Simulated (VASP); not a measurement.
# Sn (Im-3m) in VASP: further runs

The runs below take Sn through single point, with PBEsol.

Program: VASP 6.6.1. These are calculated values, not measurements. Logs are shortened: lines on timing, memory, paths and dates and some standing lists are left out, and cuts for length are marked.

### 1 Starting point

The structure is cubic, space group Im-3m (No. 229). Conventional cell: a = 3.789 Å, b = 3.789 Å, c = 3.789 Å, α = 90.00°, β = 90.00°, γ = 90.00°. Sn (site symmetry m-3m) is surrounded by 8 Sn at 3.28 Å.

This isn't the form of Sn at room conditions, which is tetragonal (white tin).

### 2 Single point, PBEsol

Contents of INCAR:

```
SYSTEM = Sn
PREC = Accurate
ENCUT = 250
EDIFF = 1E-6
ISMEAR = -1
SIGMA = 0.1
LREAL = .False.
LASPH = .True.
NELM = 100
ALGO = Normal
ISIF = 2
LWAVE = .False.
LCHARG = .False.
GGA = PS
NBANDS = 13
ADDGRID = .False.
```

Contents of KPOINTS:

```
Automatic mesh
0
Gamma
  9 9 9
  0 0 0
```

Contents of POSCAR:

```
Sn
1.0
   -1.8946518192      1.8946518192      1.8946518192
    1.8946518192     -1.8946518192      1.8946518192
    1.8946518192      1.8946518192     -1.8946518192
Sn
1
Direct
    0.0000000000      0.0000000000      0.0000000000
```

Potentials or basis: VASP PAW PBE potentials, release 64 (Sn_d).

On the command line:

```sh
cat potpaw_PBE.64/Sn_d/POTCAR > POTCAR
mpirun -np 1 vasp_std > vasp.out
```

OUTCAR:

```text
SYSTEM = Sn
   PREC = Accurate
   ENCUT = 250
   EDIFF = 1E-6
   ISMEAR = -1
   LREAL = .False.
   LASPH = .True.
   NELM = 100
   ISIF = 2
   GGA = PS

 Found     35 irreducible k-points:

 Following reciprocal coordinates:
            Coordinates               Weight
  0.000000  0.000000  0.000000      1.000000
  0.111111  0.000000  0.000000     12.000000
  0.222222  0.000000  0.000000     12.000000
  0.333333  0.000000  0.000000     12.000000
  0.444444  0.000000  0.000000     12.000000
  0.111111  0.111111  0.000000     24.000000
   k-points           NKPTS =     35   k-points in BZ     NKDIM =     35   number of bands    NBANDS=     13
   number of dos      NEDOS =    301   number of ions     NIONS =      1
   total plane-waves  NPLWV =   5832
   dimension x,y,z NGX =    18 NGY =   18 NGZ =   18
   dimension x,y,z NGXF=    36 NGYF=   36 NGZF=   36
   ions per type =               1
   NGX,Y,Z   is equivalent  to a cutoff of   9.12,  9.12,  9.12 a.u.
   NGXF,Y,Z  is equivalent  to a cutoff of  18.24, 18.24, 18.24 a.u.
 SYSTEM =  Sn
   PREC   = accura    normal or accurate (medium, high low for compatibility)
   ISTART =      0    job   : 0-new  1-cont  2-samecut
   ICHARG =      2    charge: 1-file 2-atom 10-const
   ISPIN  =      1    spin polarized calculation?
   LNONCOLLINEAR =      F non collinear calculations
   LSORBIT =      F    spin-orbit coupling
   LASPH  =      T    aspherical Exc in radial PAW
   ENCUT  =  250.0 eV  18.37 Ry    4.29 a.u.   4.23  4.23  4.23*2*pi/ulx,y,z
   NELM   =    100;   NELMIN=  2; NELMDL= -5     # of ELM steps
   EDIFF  = 0.1E-05   stopping-criterion for ELM
   LREAL  =      F    real-space projection
   EDIFFG = 0.1E-04   stopping-criterion for IOM
   NSW    =      0    number of steps for IOM
   IBRION =     -1    ionic relax: 0-MD 1-quasi-New 2-CG
   NFREE  =      0    steps in history (QN), initial steepest desc. (CG)
   ISIF   =      2    stress and relaxation
   ISYM   =      2    0-nonsym 1-usesym 2-fastsym
   POTIM  = 0.5000    time-step for ionic-motion
   TEBEG  =    0.0;   TEEND  =   0.0 temperature during run
   PSTRESS=    0.0 pullay stress
   NELECT =      14.0000    total number of electrons
   NUPDOWN=      -1.0000    fix difference up-down
   EMIN   =  10.00;   EMAX   =-10.00  energy-range for DOS
   EFERMI =   0.00;   METHOD = LEGACY
   ISMEAR =    -1;   SIGMA  =   0.10  broadening in eV -4-tet -1-fermi 0-gaus
   EFERMI_NEDOS =   21; number of points for ismear=-14 and -15
   IALGO  =     38    algorithm
   IMIX   =      4    mixing-type and parameters
     AMIX     =   0.40;   BMIX     =  1.00
     AMIX_MAG =   1.60;   BMIX_MAG =  1.00
  volume/ion in A,a.u.               =      27.20       183.59
  Fermi-wavevector in a.u.,A,eV,Ry     =   1.311902  2.479136 23.416813  1.721087
  Thomas-Fermi vector in A             =   2.442332
   LORBIT       =      0    0 simple, 1 ext, 2 COOP (PROOUT), +10 PAW based schemes
   GGA     = PS    functional components
   LHFCALC =     F    Hartree Fock is set to
   AEXX    =    0.0000 exact exchange contribution
   IVDW    =     0    specifies the selected vdW correction
   LEPSILON=     F    determine dielectric tensor
   LRPA    =     F    only Hartree local field effects (RPA)
 non-spin polarized calculation
  energy-cutoff  :      250.00
  volume of cell :       27.20
 maximum number of plane-waves:       250
 NGX is ok and might be reduce to    18
   NGX =  9   NGY =  9   NGZ =  9

 number of electron      13.9999959 magnetization

 Free energy of the ion-electron system (eV)
  ---------------------------------------------------
  ext. energy  EPLUGINS =         0.00000000
  ---------------------------------------------------
  free energy    TOTEN  =        -4.24093516 eV

  energy without entropy =       -4.22063925  energy(sigma->0) =       -4.23078720

 E-fermi :   7.8111     XC(G=0): -10.5039

 val. band max:        7.7127677100   @ k =   0.2222   0.2222   0.1111
 cond. band min:       7.8182816137   @ k =  -0.3333   0.3333   0.2222
 fundamental gap:      0.1055139037
 Fermi energy:         7.8110670923

 k-point     1 :       0.0000    0.0000    0.0000
  band No.  band energies     occupation
      1     -13.5018      2.00000
      2     -13.5018      2.00000
      3     -13.5018      2.00000
      4     -13.3610      2.00000
      5     -13.3610      2.00000
      6      -3.1793      2.00000
      7      15.8516      0.00000
      8      15.8516      0.00000
      9      15.8516      0.00000
     10      20.0643      0.00000
     11      20.0643      0.00000
     12      20.0643      0.00000
     13      20.6688      0.00000

 k-point     2 :       0.1111    0.0000    0.0000
  band No.  band energies     occupation
      1     -13.5073      2.00000
      2     -13.4941      2.00000
      3     -13.4762      2.00000
      4     -13.3670      2.00000
      5     -13.3618      2.00000
      6      -2.9102      2.00000
      7      13.8005      0.00000
      8      14.9233      0.00000
      9      15.5023      0.00000
     10      18.3067      0.00000
     11      18.6612      0.00000
     12      19.6975      0.00000
     13      21.4467      0.00000

 k-point     3 :       0.2222    0.0000    0.0000
  band No.  band energies     occupation
      1     -13.5209      2.00000
      2     -13.4793      2.00000
      3     -13.4098      2.00000
      4     -13.3779      2.00000
      5     -13.3631      2.00000
      6      -2.1020      2.00000
      7      10.2786      0.00000
      8      13.4165      0.00000
      9      14.6633      0.00000
     10      17.0651      0.00000
     11      17.4377      0.00000
     12      20.0343      0.00000
     13      22.0288      0.00000

 k-point     4 :       0.3333    0.0000    0.0000
  band No.  band energies     occupation
      1     -13.5364      2.00000
      2     -13.4764      2.00000
      3     -13.3783      2.00000
      4     -13.3652      2.00000
      5     -13.3336      2.00000
      6      -0.7657      2.00000
      7       6.9207      1.99973
      8      12.2256      0.00000
      9      13.8557      0.00000
     10      16.2871      0.00000
     11      16.6313      0.00000
     12      21.1641      0.00000
     13      22.8249      0.00000

 k-point     5 :       0.4444    0.0000    0.0000
  band No.  band energies     occupation
      1     -13.5466      2.00000
      2     -13.4833      2.00000
      3     -13.3706      2.00000
      4     -13.3663      2.00000
      5     -13.2828      2.00000
      6       0.9583      2.00000
      7       4.1522      2.00000
      8      11.5892      0.00000
      9      13.3995      0.00000
     10      15.9115      0.00000
     11      16.2331      0.00000
     12      22.5680      0.00000
     13      23.7082      0.00000

 k-point     6 :       0.1111    0.1111    0.0000
  band No.  band energies     occupation
      1     -13.5086      2.00000
      2     -13.4909      2.00000
      3     -13.4296      2.00000
      4     -13.3760      2.00000
      5     -13.3629      2.00000
      6      -2.3714      2.00000
      7      11.6631      0.00000
      8      13.0889      0.00000
      9      14.4852      0.00000
     10      18.0821      0.00000
     11      18.2465      0.00000
     12      19.9811      0.00000
     13      21.8379      0.00000

 [... further k-points ...]
[... 5 lines left out ...]
  --------------------------------------------------------------------------------------
  -------------------------------------------------------------------------------------
  Total       -0.3926841     -0.3926841     -0.3926841     -0.0000000     -0.0000000      0.0000000
  in kB      -23.1262720    -23.1262720    -23.1262720     -0.0000000     -0.0000000      0.0000000
  external PRESSURE =     -23.1262720 kB  Pullay stress =       0.0000000 kB

 VOLUME and BASIS-vectors are now :
 -----------------------------------------------------------------------------
  energy-cutoff  :      250.00
  volume of cell :       27.20
      direct lattice vectors                 reciprocal lattice vectors
    -1.894651819  1.894651819  1.894651819     0.000000000  0.263900731  0.263900731
     1.894651819 -1.894651819  1.894651819     0.263900731  0.000000000  0.263900731
     1.894651819  1.894651819 -1.894651819     0.263900731  0.263900731  0.000000000

 POSITION                                       TOTAL-FORCE (eV/Angst)
 -----------------------------------------------------------------------------------
      0.00000      0.00000      0.00000         0.000000      0.000000     -0.000000
 -----------------------------------------------------------------------------------
    total drift:                                0.000000      0.000000      0.000000

  FREE ENERGIE OF THE ION-ELECTRON SYSTEM (eV)
  ---------------------------------------------------
  free  energy   TOTEN  =        -4.2409351610 eV

  energy  without entropy=       -4.2206392489  energy(sigma->0) =       -4.23078720
```

Wall time 4.1 s (1 thread of Intel Xeon Platinum 8375C at 2.90GHz (Ice Lake), shared host); peak memory 0.11 GiB.

These settings aren't checked as converged: the numbers below hold their error.

What came out:

* Free energy: -4.2409 eV
* Band gap on the k mesh: none (metal or under the smearing width)

Caveat: the cutoff is under 1.25 times the usual one of these potentials, so pressure, stress and relaxed cells hold a basis-set (Pulay) error; the PAW data sets were made with another functional, which shifts forces and pressure a little.

### 3 Single point, PBEsol

Changes to INCAR since step 2:

```diff
@@ -2,3 +2,3 @@
 PREC = Accurate
-ENCUT = 250
+ENCUT = 300
 EDIFF = 1E-6
```

KPOINTS is that of step 2.

POSCAR is that of step 2.

Potentials or basis: VASP PAW PBE potentials, release 64 (Sn_d).

On the command line:

```sh
cat potpaw_PBE.64/Sn_d/POTCAR > POTCAR
mpirun -np 1 vasp_std > vasp.out
```

OUTCAR:

```text
SYSTEM = Sn
   PREC = Accurate
   ENCUT = 300
   EDIFF = 1E-6
   ISMEAR = -1
   LREAL = .False.
   LASPH = .True.
   NELM = 100
   ISIF = 2
   GGA = PS

 Found     35 irreducible k-points:

 Following reciprocal coordinates:
            Coordinates               Weight
  0.000000  0.000000  0.000000      1.000000
  0.111111  0.000000  0.000000     12.000000
  0.222222  0.000000  0.000000     12.000000
  0.333333  0.000000  0.000000     12.000000
  0.444444  0.000000  0.000000     12.000000
  0.111111  0.111111  0.000000     24.000000
   k-points           NKPTS =     35   k-points in BZ     NKDIM =     35   number of bands    NBANDS=     13
   number of dos      NEDOS =    301   number of ions     NIONS =      1
   total plane-waves  NPLWV =   8000
   dimension x,y,z NGX =    20 NGY =   20 NGZ =   20
   dimension x,y,z NGXF=    40 NGYF=   40 NGZF=   40
   ions per type =               1
   NGX,Y,Z   is equivalent  to a cutoff of  10.13, 10.13, 10.13 a.u.
   NGXF,Y,Z  is equivalent  to a cutoff of  20.26, 20.26, 20.26 a.u.
 SYSTEM =  Sn
   PREC   = accura    normal or accurate (medium, high low for compatibility)
   ISTART =      0    job   : 0-new  1-cont  2-samecut
   ICHARG =      2    charge: 1-file 2-atom 10-const
   ISPIN  =      1    spin polarized calculation?
   LNONCOLLINEAR =      F non collinear calculations
   LSORBIT =      F    spin-orbit coupling
   LASPH  =      T    aspherical Exc in radial PAW
   ENCUT  =  300.0 eV  22.05 Ry    4.70 a.u.   4.63  4.63  4.63*2*pi/ulx,y,z
   NELM   =    100;   NELMIN=  2; NELMDL= -5     # of ELM steps
   EDIFF  = 0.1E-05   stopping-criterion for ELM
   LREAL  =      F    real-space projection
   EDIFFG = 0.1E-04   stopping-criterion for IOM
   NSW    =      0    number of steps for IOM
   IBRION =     -1    ionic relax: 0-MD 1-quasi-New 2-CG
   NFREE  =      0    steps in history (QN), initial steepest desc. (CG)
   ISIF   =      2    stress and relaxation
   ISYM   =      2    0-nonsym 1-usesym 2-fastsym
   POTIM  = 0.5000    time-step for ionic-motion
   TEBEG  =    0.0;   TEEND  =   0.0 temperature during run
   PSTRESS=    0.0 pullay stress
   NELECT =      14.0000    total number of electrons
   NUPDOWN=      -1.0000    fix difference up-down
   EMIN   =  10.00;   EMAX   =-10.00  energy-range for DOS
   EFERMI =   0.00;   METHOD = LEGACY
   ISMEAR =    -1;   SIGMA  =   0.10  broadening in eV -4-tet -1-fermi 0-gaus
   EFERMI_NEDOS =   21; number of points for ismear=-14 and -15
   IALGO  =     38    algorithm
   IMIX   =      4    mixing-type and parameters
     AMIX     =   0.40;   BMIX     =  1.00
     AMIX_MAG =   1.60;   BMIX_MAG =  1.00
  volume/ion in A,a.u.               =      27.20       183.59
  Fermi-wavevector in a.u.,A,eV,Ry     =   1.311902  2.479136 23.416813  1.721087
  Thomas-Fermi vector in A             =   2.442332
   LORBIT       =      0    0 simple, 1 ext, 2 COOP (PROOUT), +10 PAW based schemes
   GGA     = PS    functional components
   LHFCALC =     F    Hartree Fock is set to
   AEXX    =    0.0000 exact exchange contribution
   IVDW    =     0    specifies the selected vdW correction
   LEPSILON=     F    determine dielectric tensor
   LRPA    =     F    only Hartree local field effects (RPA)
 non-spin polarized calculation
  energy-cutoff  :      300.00
  volume of cell :       27.20
 maximum number of plane-waves:       333
   NGX =  9   NGY =  9   NGZ =  9

 number of electron      14.0000035 magnetization

 Free energy of the ion-electron system (eV)
  ---------------------------------------------------
  ext. energy  EPLUGINS =         0.00000000
  ---------------------------------------------------
  free energy    TOTEN  =        -4.24090955 eV

  energy without entropy =       -4.22061382  energy(sigma->0) =       -4.23076168

 E-fermi :   7.8111     XC(G=0): -10.5039

 val. band max:        7.7127541251   @ k =   0.2222   0.2222   0.1111
 cond. band min:       7.8184588385   @ k =  -0.3333   0.3333   0.2222
 fundamental gap:      0.1057047133
 Fermi energy:         7.8111407319

 k-point     1 :       0.0000    0.0000    0.0000
  band No.  band energies     occupation
      1     -13.5128      2.00000
      2     -13.5128      2.00000
      3     -13.5128      2.00000
      4     -13.3723      2.00000
      5     -13.3723      2.00000
      6      -3.1788      2.00000
      7      15.8520      0.00000
      8      15.8520      0.00000
      9      15.8521      0.00000
     10      20.0401      0.00000
     11      20.0401      0.00000
     12      20.0401      0.00000
     13      20.6659      0.00000

 k-point     2 :       0.1111    0.0000    0.0000
  band No.  band energies     occupation
      1     -13.5183      2.00000
      2     -13.5053      2.00000
      3     -13.4872      2.00000
      4     -13.3784      2.00000
      5     -13.3733      2.00000
      6      -2.9097      2.00000
      7      13.8006      0.00000
      8      14.9238      0.00000
      9      15.5022      0.00000
     10      18.2972      0.00000
     11      18.6524      0.00000
     12      19.6801      0.00000
     13      21.4426      0.00000

 k-point     3 :       0.2222    0.0000    0.0000
  band No.  band energies     occupation
      1     -13.5322      2.00000
      2     -13.4904      2.00000
      3     -13.4215      2.00000
      4     -13.3894      2.00000
      5     -13.3754      2.00000
      6      -2.1015      2.00000
      7      10.2788      0.00000
      8      13.4168      0.00000
      9      14.6619      0.00000
     10      17.0614      0.00000
     11      17.4329      0.00000
     12      20.0191      0.00000
     13      22.0213      0.00000

 k-point     4 :       0.3333    0.0000    0.0000
  band No.  band energies     occupation
      1     -13.5476      2.00000
      2     -13.4875      2.00000
      3     -13.3900      2.00000
      4     -13.3767      2.00000
      5     -13.3450      2.00000
      6      -0.7653      2.00000
      7       6.9210      1.99973
      8      12.2255      0.00000
      9      13.8540      0.00000
     10      16.2853      0.00000
     11      16.6296      0.00000
     12      21.1514      0.00000
     13      22.8167      0.00000

 k-point     5 :       0.4444    0.0000    0.0000
  band No.  band energies     occupation
      1     -13.5575      2.00000
      2     -13.4945      2.00000
      3     -13.3824      2.00000
      4     -13.3776      2.00000
      5     -13.2946      2.00000
      6       0.9586      2.00000
      7       4.1526      2.00000
      8      11.5890      0.00000
      9      13.3977      0.00000
     10      15.9106      0.00000
     11      16.2320      0.00000
     12      22.5535      0.00000
     13      23.6934      0.00000

 k-point     6 :       0.1111    0.1111    0.0000
  band No.  band energies     occupation
      1     -13.5197      2.00000
      2     -13.5023      2.00000
      3     -13.4411      2.00000
      4     -13.3877      2.00000
      5     -13.3751      2.00000
      6      -2.3709      2.00000
      7      11.6632      0.00000
      8      13.0888      0.00000
      9      14.4848      0.00000
     10      18.0770      0.00000
     11      18.2409      0.00000
     12      19.9682      0.00000
     13      21.8315      0.00000

 [... further k-points ...]
[... 5 lines left out ...]
  --------------------------------------------------------------------------------------
  -------------------------------------------------------------------------------------
  Total       -0.4709558     -0.4709558     -0.4709558      0.0000000      0.0000000      0.0000000
  in kB      -27.7359129    -27.7359129    -27.7359129      0.0000000      0.0000000      0.0000000
  external PRESSURE =     -27.7359129 kB  Pullay stress =       0.0000000 kB

 VOLUME and BASIS-vectors are now :
 -----------------------------------------------------------------------------
  energy-cutoff  :      300.00
  volume of cell :       27.20
      direct lattice vectors                 reciprocal lattice vectors
    -1.894651819  1.894651819  1.894651819     0.000000000  0.263900731  0.263900731
     1.894651819 -1.894651819  1.894651819     0.263900731  0.000000000  0.263900731
     1.894651819  1.894651819 -1.894651819     0.263900731  0.263900731  0.000000000

 POSITION                                       TOTAL-FORCE (eV/Angst)
 -----------------------------------------------------------------------------------
      0.00000      0.00000      0.00000        -0.000000      0.000000      0.000000
 -----------------------------------------------------------------------------------
    total drift:                                0.000000     -0.000000      0.000000

  FREE ENERGIE OF THE ION-ELECTRON SYSTEM (eV)
  ---------------------------------------------------
  free  energy   TOTEN  =        -4.2409095464 eV

  energy  without entropy=       -4.2206138179  energy(sigma->0) =       -4.23076168
```

stdout:

```text
POSCAR found type information on POSCAR Sn
 POSCAR found :  1 types and       1 ions
 scaLAPACK will be used
 -----------------------------------------------------------------------------
|                                                                             |
|                                                                             |
|     You enforced a specific xc type in the INCAR file but a different       |
|     I HOPE YOU KNOW WHAT YOU ARE DOING!                                     |
|                                                                             |
 -----------------------------------------------------------------------------

 LDA part: xc-table for (Slater+PW92), standard interpolation
 POSCAR, INCAR and KPOINTS ok, starting setup
 FFT: planning ... GRIDC
 FFT: planning ... GRID_SOFT
 FFT: planning ... GRID
 WAVECAR not read
 entering main loop
```

It took 4.4 s on 1 thread of Intel Xeon Platinum 8375C at 2.90GHz (Ice Lake), shared host; peak memory 0.12 GiB.

The run converged, but some of its settings lie outside the range that counts as converged, so its numbers aren't taken as properties of the crystal.

Results:

- Free energy: -4.2409 eV
- Pressure: -2.8 GPa
- Band gap on the k mesh: none (metal or under the smearing width)

Caveat: the PAW data sets were made with another functional, which shifts forces and pressure a little.
